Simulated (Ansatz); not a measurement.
# GeTe: isotropic strain −5.25 %

Start from GeTe (space group R3m, No. 160; a = 4.227 Å, c = 10.920 Å (hexagonal axes)).

Now apply this change: the cell is scaled by 0.9475 in all directions, atoms relaxed at fixed cell.

Calculations: PBE/PAW in Ansatz (a quantum-chemistry and plane-wave program), no spin-orbit coupling. k-mesh 10×10×10 (Γ-centred); smearing 0.05 eV (Fermi–Dirac).

| quantity | base | changed | shift |
|---|---|---|---|
| volume per atom | 28.16 Å³ | 23.95 Å³ | -4.21 Å³ |
| space group | R3m (No. 160) | R3m (No. 160) | – |
| shortest interatomic distance | 2.852 Å | 2.798 Å | -0.0532 Å |
| energy relative to the base (free energy F) | 0 meV/atom | +95 meV/atom | +95 meV/atom |
| pressure (mean of the normal stresses, compression positive) | 0.0 GPa | 8.4 GPa | +8.4 GPa |
| band gap (an upper bound: an edge found on the path is not a true extremum; the base alone) | 0.62 eV | zero | – |
| largest internal atomic displacement | – | 0.089 Å | – |

The mesh was chosen for an insulator and is coarse for the gapless case. With Te present, leaving out spin-orbit coupling can change the band edges. No phonon test of stability was made. The final runs are not spin-polarised. A zero or small gap of GeTe under isotropic strain −5.25 % can be the functional's error rather than a property of the material.
